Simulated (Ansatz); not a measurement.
# Ge under changes of volume

One of the cells (22.639 Å³/atom); the others are scaled copies at fixed shape and fractional positions:

```
CELL_PARAMETERS angstrom
0.00000 2.82891 2.82891
2.82891 0.00000 2.82891
2.82891 2.82891 0.00000
ATOMIC_POSITIONS crystal
Ge 0.75000 0.75000 0.75000
Ge 0.50000 0.50000 0.50000
```

```yaml
Program: Ansatz 0.2.0
Functional: PBEsol
Potentials_or_basis: Ansatz PAW
Cutoff: "420 eV (not typed: the program's choice for these potentials)"
k_mesh: 8 × 8 × 8
Occupations: fermi-dirac, width 0.05 eV
Spin: no spin polarisation
```

```csv
volume (Å³/atom),energy over the lowest point (meV/atom),pressure (GPa)
21.281,25.07,5.6
21.733,11.90,3.8
22.186,?,?
22.639,0.00,0.6
23.092,0.04,-0.7
23.545,3.63,-1.8
23.997,10.39,-2.9
```

Question: What does the run at 22.186 Å³/atom give?

Answer: Energy over the lowest point 3.76 meV/atom; pressure 2.1 GPa.

Worked out: A Birch-Murnaghan fit of order 3 (a polynomial in V^(-2/3)) to the other rows has its minimum at 22.85 Å³/atom with B0 = V·E''(V) = 66 GPa and B' = 4.8. It gives 3.74 meV/atom at 22.186 Å³/atom, against the run's 3.76, and -dE/dV = 2.1 GPa, against 2.1.

Energies are extrapolated to zero smearing.

Caveats: the PAW data sets come from PBE, with cores solved anew for the run's functional, which leaves a small shift of forces and pressure.
